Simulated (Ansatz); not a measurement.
# What a change of settings does to a run on SnS$_{2}$

The structure comes from a relaxation in the same program, started in the CdI2 type, and has space group P-3m1. Whether it is a known phase or the ground state wasn't checked.

First run: DFT, PBE, all-electron LAPW, scalar-relativistic (Ansatz 0.2.0).

Command: `ansatz run input.yaml --threads 1 --pin off --max-ram 3072MiB --backend cpu --events-out ev --progress --plain --runs-dir out` The run took 84 s on 1 thread of Arm Neoverse V1, on a shared host, peak memory 0.66 GiB.

```yaml
crystal:
  lattice:
    - [3.7023731265, 0.0, 0.0]
    - [-1.8511865633, 3.2063491819, 0.0]
    - [0.0, 0.0, 6.9252143729]
  atoms:
    - { symbol: Sn, position: [0.0, 0.0, 0.0] }
    - { symbol: S, position: [0.3333333333, 0.6666666667, 0.213475212] }
    - { symbol: S, position: [0.6666666667, 0.3333333333, 0.786524788] }
kpoints:
  mp_grid: { grid: [12, 12, 7] }
  band_path:
    path:
      - [0.0, 0.0, 0.0]
      - [0.5, 0.0, 0.0]
      - [0.3333333333, 0.3333333333, 0.0]
      - [0.0, 0.0, 0.0]
      - [0.0, 0.0, 0.5]
      - [0.5, 0.0, 0.5]
      - [0.3333333333, 0.3333333333, 0.5]
      - [0.0, 0.0, 0.5]
      - [0.5, 0.0, 0.5]
    npoints: 14
scf:
  occupations: { method: fermi_dirac, width: 0.05 }
hamiltonian:
  xc: pbe
  pseudopotentials: { kind: all_electron, lapw: { basis_error: 0.001 } }
output:
  forces: true
  stress: true
  eigenvalues: true
  fatbands: true
  populations: true
  dos: { projected: true, de: 0.2, e_range: [-14, 8] }
```

Result: converged; pressure 0.00 GPa; largest force 0.003 eV/Å; gap on the k mesh 1.54 eV (the mesh can miss the band edges); 8 SCF iterations.

No spin–orbit coupling, which matters for the heavy atoms here.

The input is then changed:

```diff
@@ -8,6 +8,7 @@
     - { symbol: S, position: [0.3333333333, 0.6666666667, 0.213475212] }
     - { symbol: S, position: [0.6666666667, 0.3333333333, 0.786524788] }
+  symmetry: { detect: false }
 kpoints:
-  mp_grid: { grid: [12, 12, 7] }
+  mp_grid: { grid: [4, 4, 2] }
   band_path:
     path:
@@ -23,5 +24,5 @@
     npoints: 14
 scf:
-  occupations: { method: fermi_dirac, width: 0.05 }
+  occupations: { method: fermi_dirac, width: 0.01 }
 hamiltonian:
   xc: pbe
@@ -31,6 +32,4 @@
   stress: true
   eigenvalues: true
-  fatbands: true
   populations: true
-  dos: { projected: true, de: 0.2, e_range: [-14, 8] }
```

Question: What does the second run give?

Answer: It converged; pressure 0.24 GPa; largest force 0.038 eV/Å; gap on the k mesh 1.58 eV; 8 SCF iterations. Some of these settings are too coarse for converged properties.
